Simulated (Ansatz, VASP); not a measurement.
## BaTiO3: VASP beside Ansatz

File INCAR:

```
SYSTEM = BaTiO3
PREC = Accurate
ENCUT = 600
EDIFF = 1E-6
ISMEAR = 0
SIGMA = 0.02
LREAL = .FALSE.
LASPH = .TRUE.
NELM = 100
ALGO = Normal
ISIF = 3
LWAVE = .FALSE.
LCHARG = .FALSE.
GGA = PS
IBRION = 2
NSW = 100
EDIFFG = -0.005
```

The input KPOINTS:

```
regular mesh
0
G
  8 8 8
  0 0 0
```

File POSCAR:

```
BaTiO3
1.0
    3.9662343886      0.0000000000      0.0000000000
    0.0000000000      3.9662343886      0.0000000000
    0.0000000000      0.0000000000      3.9662343886
Ba Ti O
1 1 3
Direct
    0.0000000000      0.0000000000      0.0000000000
    0.5000000000      0.5000000000      0.5000000000
    0.5000000000      0.5000000000      0.0000000000
    0.0000000000      0.5000000000      0.5000000000
    0.5000000000      0.0000000000      0.5000000000
```

Input for Ansatz:

```yaml
crystal:
  lattice:
    - [3.9662343886, 0.0, 0.0]
    - [0.0, 3.9662343886, 0.0]
    - [0.0, 0.0, 3.9662343886]
  atoms:
    - { symbol: Ba, position: [0.0, 0.0, 0.0] }
    - { symbol: Ti, position: [0.5, 0.5, 0.5] }
    - { symbol: O, position: [0.5, 0.5, 0.0] }
    - { symbol: O, position: [0.0, 0.5, 0.5] }
    - { symbol: O, position: [0.5, 0.0, 0.5] }
basis:
  ecutwfc: 420
kpoints:
  mp_grid: { grid: [8, 8, 8] }
hamiltonian:
  xc: pbesol
scf:
  occupations: { method: gaussian, width: 0.02 }
output:
  forces: true
  stress: true
  eigenvalues: true
relax:
  adjacent_minimum: "off"
  f_tol: 0.005
  max_steps: 80
  cell: { stress_tol: 0.05 }
```

Alike in both runs: task relaxation of cell and atoms; functional PBEsol; k mesh 8 × 8 × 8; occupations gaussian, width 0.02 eV; no spin polarisation.

|  | VASP | Ansatz |
| --- | --- | --- |
| version | VASP 6.6.1 | Ansatz 0.2.0 |
| potentials or method | VASP PAW PBE potentials, release 64 (Ba_sv, Ti_sv, O) | scalar-relativistic, plane waves, PAW |
| plane-wave cutoff (eV) | 600 | 420 |
| valence electrons in the cell | 40 | 40 |

```tsv
	VASP	Ansatz	Ansatz less VASP
gap on the k mesh at the Fermi level, each at its own relaxed structure (eV)	1.73	1.82	+0.089
relaxed volume (Å³/atom)	12.64	12.51	-0.126
relaxed cell length with the largest relative difference (Å)	3.983	3.970	-0.0133
energy change over the relaxation (meV/atom)	-1	0	+1.2
```

Caveats: the PAW data sets were made with another functional, which shifts forces and pressure a little (VASP); spin-orbit coupling is left out, which moves the levels of the heavy elements. Zero-point motion and thermal expansion aren't in these numbers. A k mesh can miss the band edges.
